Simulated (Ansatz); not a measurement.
Two Ansatz runs on CdTe

The cell is COD entry 1010539, as deposited and not checked against the literature; nothing was relaxed. It differs from other determinations.

First run: DFT, PBE, all-electron LAPW, non-relativistic (Ansatz 0.2.0).

Command: `ansatz run input.yaml --threads 1 --pin off --max-ram 2048MiB --backend cpu --events-out ev --progress --plain --runs-dir out` The run took 9.4 s on 1 thread of AMD EPYC 9R45 96-Core Processor (Zen 5), with other jobs on the host, peak memory 0.38 GiB.

```yaml
crystal:
  lattice:
    - [0.0, 3.205, 3.205]
    - [3.205, 0.0, 3.205]
    - [3.205, 3.205, 0.0]
  atoms:
    - { symbol: Cd, position: [0.0, 0.0, 0.0] }
    - { symbol: Te, position: [0.75, 0.75, 0.75] }
kpoints:
  mp_grid: { grid: [9, 9, 9] }
  band_path:
    path:
      - [0.0, 0.0, 0.0]
      - [-0.5, -0.5, 0.0]
      - [-0.375, -0.375, 0.25]
      - [-0.375, 0.0, 0.375]
      - [0.0, 0.0, 0.0]
      - [0.0, 0.0, 0.5]
      - [-0.5, -0.25, 0.25]
      - [-0.5, -0.5, 0.0]
    npoints: 5
scf:
  occupations: { method: fermi_dirac, width: 0.08 }
hamiltonian:
  xc: pbe
  pseudopotentials:
    kind: all_electron
    lapw: { basis_error: 0.001 }
    relativity: none
output:
  forces: true
  stress: true
  eigenvalues: true
```

Result: converged; pressure 6.32 GPa; gap on the k mesh 2.06 eV (the mesh can miss the band edges); 7 SCF iterations.

No spin–orbit coupling, which matters for the heavy atoms here.

A second input differs as follows:

```diff
@@ -21,5 +21,6 @@
     npoints: 5
 scf:
-  occupations: { method: fermi_dirac, width: 0.08 }
+  occupations: { method: gaussian, width: 1.0 }
+  max_iter: 75
 hamiltonian:
   xc: pbe
```

**Question.** What is wrong with it, and what does the program do?

**Answer.** The fault is a smearing of electronvolts. The run converged; energy at zero smearing +4.8 meV/atom from the first run; pressure 6.35 GPa; gap on the k mesh 2.06 eV (the mesh can miss the band edges); 7 SCF iterations. Such numbers aren't properties of the crystal. The log ends:
```
  atom   2  Te    -0.00000000     0.00000000     0.00000000
  max |Σ_I F_I| component: 2.78e-17 eV/Å
--- Stress (GPa, compression-positive) ---
        6.348726       0.000000      -0.000000
        0.000000       6.348726       0.000000
       -0.000000       0.000000       6.348726
  P = ⅓ Tr σ = 6.3487 GPa (63.487 kbar)
--- Band table (eV; the first three rows and the last of 35) ---
  k-point 0: bands = ["-136.7934", "-96.4872", "-96.4872", "-96.4872", "-84.5644", "-51.7458", "-51.7458", "-51.7458", "-28.4441", "-28.4441", "-28.4441", "-28.4344", "-28.4344", "-0.8628", "0.4872", "0.4872", "0.4872", "0.7413", "0.7413", "9.5095", "9.5095", "9.5095", "11.5728", "14.0842", "14.0842", "14.0842", "17.4431", "18.7366", "18.7366", "19.4687"]
  k-point 1: bands = ["-136.7934", "-96.4872", "-96.4872", "-96.4872", "-84.5644", "-51.7459", "-51.7458", "-51.7458", "-28.4441", "-28.4441", "-28.4441", "-28.4344", "-28.4344", "-0.8300", "0.4957", "0.4957", "0.5503", "0.7405", "0.7405", "8.6812", "9.3930", "9.3930", "12.0837", "14.1370", "14.2655", "14.2655", "17.9803", "18.0727", "18.0727", "19.1873"]
  k-point 2: bands = ["-136.7934", "-96.4872", "-96.4872", "-96.4872", "-84.5644", "-51.7459", "-51.7458", "-51.7458", "-28.4442", "-28.4440", "-28.4440", "-28.4344", "-28.4344", "-0.7605", "0.5161", "0.5161", "0.7403", "0.7403", "0.7579", "7.3047", "9.1311", "9.1311", "12.3188", "14.5893", "14.5893", "14.8704", "17.7496", "17.7496", "17.9935", "20.1951"]
  k-point 34: bands = ["-136.7934", "-96.4872", "-96.4872", "-96.4872", "-84.5644", "-51.7459", "-51.7459", "-51.7459", "-28.4442", "-28.4441", "-28.4437", "-28.4344", "-28.4341", "-0.6412", "0.5993", "0.6116", "0.7090", "0.7457", "1.8522", "5.5209", "6.9726", "7.4248", "13.9379", "14.2137", "15.1196", "16.3882", "18.9067", "20.1475", "21.3824", "21.6671"]
```
